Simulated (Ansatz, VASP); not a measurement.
## HfO2: VASP beside Ansatz

```
Hf O
1.0
     3.58047    0.00000    0.00000
     0.00000    3.58047    0.00000
     0.00000    0.00000    5.19131
Hf O
2 4
Direct
  0.50000 0.50000 0.50000
  0.00000 0.00000 0.00000
  0.00000 0.50000 0.69929
  0.50000 0.00000 0.80071
  0.50000 0.00000 0.30071
  0.00000 0.50000 0.19929
```

Alike in both runs: functional PBE; k mesh 6 × 6 × 4; no spin polarisation.

Ansatz relaxed the structure, and its values are those at the end. VASP's run is a single point on that final structure, the one shown.

```csv
,VASP,Ansatz
version,VASP 6.6.1,Ansatz 0.2.0
potentials or method,"VASP PAW PBE potentials, release 64 (Hf_pv, O)","scalar-relativistic, plane waves, PAW"
plane-wave cutoff (eV),520,420
occupations,"gaussian, width 0.01 eV",fixed
valence electrons in the cell,44,76
```

VASP gave:

- gap on the k mesh at the Fermi level (eV): 4.65
- least direct gap on the mesh (eV): 4.73
- pressure (GPa): 1.6
- rms of the force components (eV/Å): 0.020

Which values does Ansatz return?

gap on the k mesh at the Fermi level (eV): 4.67; least direct gap on the mesh (eV): 4.74; pressure (GPa): 5.0; rms of the force components (eV/Å): 0.000.

One of these differences is far larger than is usual between the two programs; its cause wasn't traced. The two sets of potentials don't hold the same shells in valence.

Caveats: spin-orbit coupling is left out, which moves the levels of the heavy elements. Expect the measured gap to be larger: semilocal functionals such as PBE lack the derivative discontinuity. A k mesh can miss the band edges.
